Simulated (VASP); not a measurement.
La: optical spectrum with PBE+D2

La:

```
La
1.0
    -2.12383    2.12383    2.12383
     2.12383   -2.12383    2.12383
     2.12383    2.12383   -2.12383
La
1
Cartesian
  0.0000 0.0000 0.0000
```

This isn't the form of La at room conditions, which is double hcp.

```yaml
Program: VASP 6.6.1
Task: optical spectrum
Functional: PBE
Dispersion: D2
Potentials_or_basis: VASP PAW PBE potentials, release 64 (La)
Cutoff: 500 eV
k_mesh: 9 × 9 × 9
Occupations: tetrahedron
Spin: no spin polarisation
Further_INCAR_settings: ALGO = Normal; EDIFF = 1e-06; NBANDS = 30
```

- Pressure: -14.3 GPa
- Band gap on the k mesh: none (metal or under the smearing width)
- Dispersion energy per atom: -2.939 eV

Levels at points of the mesh, in eV from the Fermi level:
```
           k point  band 2  band 3  band 4  band 5  band 6  band 7  band 8  band 9  band 10  band 11
(0.00, 0.00, 0.00)  -15.99  -15.99  -15.99   -3.20    1.45    1.45    1.45    1.46     1.46     1.46
```

Run time: 27 s on 1 thread of AMD EPYC 9R45 96-Core Processor (Zen 5), on a shared host, peak memory 0.16 GiB.

Caveat: atom-pairwise D2, TS and ULG terms overbind metals; pairwise dispersion overbinds metals, which lowers pressure and volume; tetrahedron occupations give inexact forces and stress in metals. Spin-orbit coupling is left out, which matters for the levels of La.
